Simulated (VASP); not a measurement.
Input of a VASP 6.6.1 run:

INCAR

```
SYSTEM = O
ALGO = Normal
EDIFF = 1E-6
ENCUT = 400
GGA = PE
ISIF = 2
ISMEAR = 0
ISPIN = 2
ISYM = 0
LASPH = .TRUE.
LCHARG = .FALSE.
LORBIT = 11
LREAL = .FALSE.
LWAVE = .FALSE.
MAGMOM = 1.1 1.1
NBANDS = 17
NELM = 60
NUPDOWN = 2
PREC = Accurate
SIGMA = 0.01
```

The input KPOINTS:

```
k-points
0
G
  1 1 1
  0 0 0
```

The input POSCAR:

```
O                                       
1.0
   11.6260970939      0.0000000000      0.0000000000
    0.0000000000     12.1260970939      0.0000000000
    0.0000000000      0.0000000000     12.6260970939
  O             
     2
Selective dynamics
Direct
     0.5484297130999991    0.5219067479999993    0.5038687910999968   F   F   F
     0.4495703837437242    0.4856070573261271    0.4959722951594220   T   T   T
```

Potentials or basis: VASP PAW PBE potentials, release 64 (O).

The run is started by

```console
$ cat potpaw_PBE.64/O/POTCAR > POTCAR
$ mpirun -np 4 vasp_gam > vasp.out
```

(1) What does it give for the largest force?

Results:

(1) 0.020 eV/Å.

Caveat: the standard files for N, O and F lose accuracy on very short bonds; the total moment is fixed, so each spin has its own Fermi level.
